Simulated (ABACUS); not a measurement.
A run of ABACUS 3.10.1 is set up as follows.

run_abacus.py

```python
"""ABACUS run from a structure file: ASE reads it, the script writes STRU, KPT and INPUT."""
import re
import subprocess
import spglib
from ase import Atoms
from ase.io import read
from ase.units import Bohr

atoms = read("Nb.cif")
cell, frac, numbers = spglib.standardize_cell((atoms.cell[:], atoms.get_scaled_positions(), atoms.numbers), to_primitive=True, symprec=1e-4)
atoms = Atoms(numbers=numbers, cell=cell, scaled_positions=frac, pbc=True)  # the primitive cell
atoms = atoms[(-atoms.numbers).argsort(kind="stable")]  # ABACUS lists atoms element by element
pseudo = {'Nb': 'Nb.upf'}
orbital = {'Nb': 'Nb_confined-atom_7au_4s3p3d1f.orb'}
magmoms = None
kmesh = [10, 10, 10]
params = {
    'suffix': 'Nb',
    'calculation': 'scf',
    'basis_type': 'lcao',
    'pseudo_dir': './',
    'orbital_dir': './',
    'symmetry': 1,
    'dft_functional': 'pbe',
    'ecutwfc': 100,
    'pseudo_rcut': 10,
    'nspin': 1,
    'nbands': 17,
    'ks_solver': 'genelpa',
    'smearing_method': 'fd',
    'smearing_sigma': 0.00367493,
    'scf_thr': 1e-07,
    'scf_nmax': 100,
    'mixing_type': 'broyden',
    'mixing_beta': 0.7,
    'cal_force': 1,
    'cal_stress': 1,
    'out_mul': 1,
    'out_chg': 1,
}

symbols = atoms.get_chemical_symbols()
elements = list(dict.fromkeys(symbols))
lines = ["ATOMIC_SPECIES"] + [f"{e} {atoms.get_masses()[symbols.index(e)]:.4f} {pseudo[e]}" for e in elements]
if orbital:
    lines += ["", "NUMERICAL_ORBITAL"] + [orbital[e] for e in elements]
lines += ["", "LATTICE_CONSTANT", f"{1 / Bohr:.10f}", "", "LATTICE_VECTORS"]
lines += [" ".join(f"{x:.10f}" for x in v) for v in atoms.cell]
lines += ["", "ATOMIC_POSITIONS", "Direct"]
for e in elements:
    lines += ["", e, "0.0", str(symbols.count(e))]
    for i, p in enumerate(atoms.get_scaled_positions(wrap=False)):
        if symbols[i] == e:
            mag = "" if magmoms is None else " mag " + " ".join(str(x) for x in (magmoms[i] if isinstance(magmoms[i], list) else [magmoms[i]]))
            lines.append(" ".join(f"{x:.10f}" for x in p) + " 1 1 1" + mag)
open("STRU", "w").write("\n".join(lines) + "\n")
open("KPT", "w").write("K_POINTS\n0\nGamma\n%d %d %d 0 0 0\n" % tuple(kmesh))
open("INPUT", "w").write("INPUT_PARAMETERS\n" + "".join(f"{k:<20s}{v}\n" for k, v in params.items()))

done = subprocess.run(['mpirun', '-np', '4', 'abacus'])
if done.returncode:
    raise SystemExit(done.returncode)
log = open("OUT.Nb/running_scf.log").read()
print("final energy (eV):", re.findall(r"FINAL_ETOT_IS (\S+)", log))
```

Contents of Nb.cif:

```cif
data_Nb
_cell_length_a 3.32790000
_cell_length_b 3.32790000
_cell_length_c 3.32790000
_cell_angle_alpha 90.00000000
_cell_angle_beta 90.00000000
_cell_angle_gamma 90.00000000
_space_group_name_H-M_alt 'Im-3m'
_space_group_name_Hall '-I 4 2 3'
_space_group_IT_number 229
loop_
_space_group_symop_operation_xyz
'x,y,z'
'-x,-y,-z'
'-y,x,z'
'y,-x,-z'
'-x,-y,z'
'x,y,-z'
'y,-x,z'
'-y,x,-z'
'x,-y,-z'
'-x,y,z'
'-y,-x,-z'
'y,x,z'
'-x,y,-z'
'x,-y,z'
'y,x,-z'
'-y,-x,z'
'z,x,y'
'-z,-x,-y'
'z,-y,x'
'-z,y,-x'
'z,-x,-y'
'-z,x,y'
'z,y,-x'
'-z,-y,x'
'-z,x,-y'
'z,-x,y'
'-z,-y,-x'
'z,y,x'
'-z,-x,y'
'z,x,-y'
'-z,y,x'
'z,-y,-x'
'y,z,x'
'-y,-z,-x'
'x,z,-y'
'-x,-z,y'
'-y,z,-x'
'y,-z,x'
'-x,z,y'
'x,-z,-y'
'-y,-z,x'
'y,z,-x'
'-x,-z,-y'
'x,z,y'
'y,-z,-x'
'-y,z,x'
'x,-z,y'
'-x,z,-y'
'x+1/2,y+1/2,z+1/2'
'-x+1/2,-y+1/2,-z+1/2'
'-y+1/2,x+1/2,z+1/2'
'y+1/2,-x+1/2,-z+1/2'
'-x+1/2,-y+1/2,z+1/2'
'x+1/2,y+1/2,-z+1/2'
'y+1/2,-x+1/2,z+1/2'
'-y+1/2,x+1/2,-z+1/2'
'x+1/2,-y+1/2,-z+1/2'
'-x+1/2,y+1/2,z+1/2'
'-y+1/2,-x+1/2,-z+1/2'
'y+1/2,x+1/2,z+1/2'
'-x+1/2,y+1/2,-z+1/2'
'x+1/2,-y+1/2,z+1/2'
'y+1/2,x+1/2,-z+1/2'
'-y+1/2,-x+1/2,z+1/2'
'z+1/2,x+1/2,y+1/2'
'-z+1/2,-x+1/2,-y+1/2'
'z+1/2,-y+1/2,x+1/2'
'-z+1/2,y+1/2,-x+1/2'
'z+1/2,-x+1/2,-y+1/2'
'-z+1/2,x+1/2,y+1/2'
'z+1/2,y+1/2,-x+1/2'
'-z+1/2,-y+1/2,x+1/2'
'-z+1/2,x+1/2,-y+1/2'
'z+1/2,-x+1/2,y+1/2'
'-z+1/2,-y+1/2,-x+1/2'
'z+1/2,y+1/2,x+1/2'
'-z+1/2,-x+1/2,y+1/2'
'z+1/2,x+1/2,-y+1/2'
'-z+1/2,y+1/2,x+1/2'
'z+1/2,-y+1/2,-x+1/2'
'y+1/2,z+1/2,x+1/2'
'-y+1/2,-z+1/2,-x+1/2'
'x+1/2,z+1/2,-y+1/2'
'-x+1/2,-z+1/2,y+1/2'
'-y+1/2,z+1/2,-x+1/2'
'y+1/2,-z+1/2,x+1/2'
'-x+1/2,z+1/2,y+1/2'
'x+1/2,-z+1/2,-y+1/2'
'-y+1/2,-z+1/2,x+1/2'
'y+1/2,z+1/2,-x+1/2'
'-x+1/2,-z+1/2,-y+1/2'
'x+1/2,z+1/2,y+1/2'
'y+1/2,-z+1/2,-x+1/2'
'-y+1/2,z+1/2,x+1/2'
'x+1/2,-z+1/2,y+1/2'
'-x+1/2,z+1/2,-y+1/2'
loop_
_atom_site_label
_atom_site_type_symbol
_atom_site_symmetry_multiplicity
_atom_site_Wyckoff_symbol
_atom_site_fract_x
_atom_site_fract_y
_atom_site_fract_z
_atom_site_occupancy
Nb1 Nb 2 a 0.0000000000 0.0000000000 0.0000000000 1
```

Potentials or basis: PseudoDojo NC SR 0.4.1 PBE standard, TZDP LCAO (the cutoffs set its grid).

Launch:

```bash
$ OMP_NUM_THREADS=1 python run_abacus.py > log
```

Estimate the pressure.

-2.0 GPa.

What does it give for the band gap on the k mesh?

None (metal or under the smearing width).

Caveat: the atomic orbitals were generated for these runs and aren't a published set; the basis of atomic orbitals isn't converged, which shifts pressures, moduli and gaps.
